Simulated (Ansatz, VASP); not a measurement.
## Rb: VASP beside Ansatz

```
Rb
1.0
    -2.86103    2.86103    2.86103
     2.86103   -2.86103    2.86103
     2.86103    2.86103   -2.86103
Rb
1
Direct
  0.00000 0.00000 0.00000
```

Change from the starting cell: volume scaled by 1.06.

Alike in both runs: task single point; functional PBE; k mesh 8 × 8 × 8; occupations fermi-dirac, width 0.05 eV; no spin polarisation.

|  | VASP | Ansatz |
| --- | --- | --- |
| version | VASP 6.6.1 | Ansatz 0.2.0 |
| potentials or method | VASP PAW PBE potentials, release 64 (Rb_sv), cutoff 520 eV | all-electron LAPW, scalar-relativistic |

```csv
,VASP,Ansatz,Ansatz less VASP
pressure (GPa),-0.1,-0.1,0.00
```

Ansatz ran all-electron here, so the differences hold the error of VASP's frozen core and of both bases.
